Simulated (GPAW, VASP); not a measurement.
MnO and the Hubbard U on Mn d, program beside program

The structure is cubic, space group Fm-3m (No. 225). Conventional cell: a = 4.444 Å, b = 4.444 Å, c = 4.444 Å, α = 90.00°, β = 90.00°, γ = 90.00°. Mn (site symmetry m-3m) is surrounded by 6 O at 2.22 Å. O (site symmetry m-3m) is surrounded by 6 Mn at 2.22 Å.

Kept alike: task single point; functional r2SCAN; k mesh 7 × 7 × 7; occupations fermi-dirac, width 0.05 eV; collinear spin, ferromagnetic start. The mesh is that of the run's cell of 2 atoms. No spin-orbit coupling.

- A: GPAW, GPAW PAW data sets (gpaw-data 1.2.1), made for PBE, cutoff 800 eV
- B: VASP, PBE PAW files Mn_pv, O, 520 eV, made for PBE

| Hubbard U on Mn d (eV) | A: largest site moment (μB) | B: largest site moment (μB) |
| --- | --- | --- |
| 2 | 4.51 | 4.61 |
| 3 | 4.54 | 4.64 |
| 4 | 4.57 | 4.66 |
| 5 | 4.59 | 4.69 |
| 6 | 4.61 | 4.71 |
| 8 | 4.65 | 4.75 |

U acts on projectors that differ between programs, so one value of U isn't one strength. Magnetic runs hold the state that their start led to. Site moments count inside spheres or projectors that differ between programs. Values on potentials made for another functional: all of A; all of B.

Task: How large is the effect of the Hubbard U on Mn d, and do the programs agree on it?

Result: From 2 to 8 eV the largest site moment moves by +0.14 in A, +0.14 in B (μB). Row by row the programs differ by 0.09 to 0.10, and over this span the shifts, as printed, agree within 1 %.

In both programs the Mn moment rises steadily but only slightly with U, as expected for divalent Mn with a high-spin, half-filled d shell. The majority d states are already essentially full, so U has little left to polarise. What remains is covalency: O 2p states mix with the empty minority d states and place some minority spin on Mn. Raising U pushes those empty states up and weakens the mixing, which probably accounts for the slow drift towards the ionic limit.

The programs agree on this response but not on the absolute moment, and their offset is a large part of the whole U effect. A at 8 eV gives 4.65 μB, a value B already reaches between 3 and 4 eV. Fitting U to a moment from the other program, or to a measured one, would therefore be poorly conditioned. The weak response of the moment doesn't carry over to the band gap or the exchange couplings, which depend more directly on the d-level splitting; the antiferromagnetic order known for MnO isn't tested here.
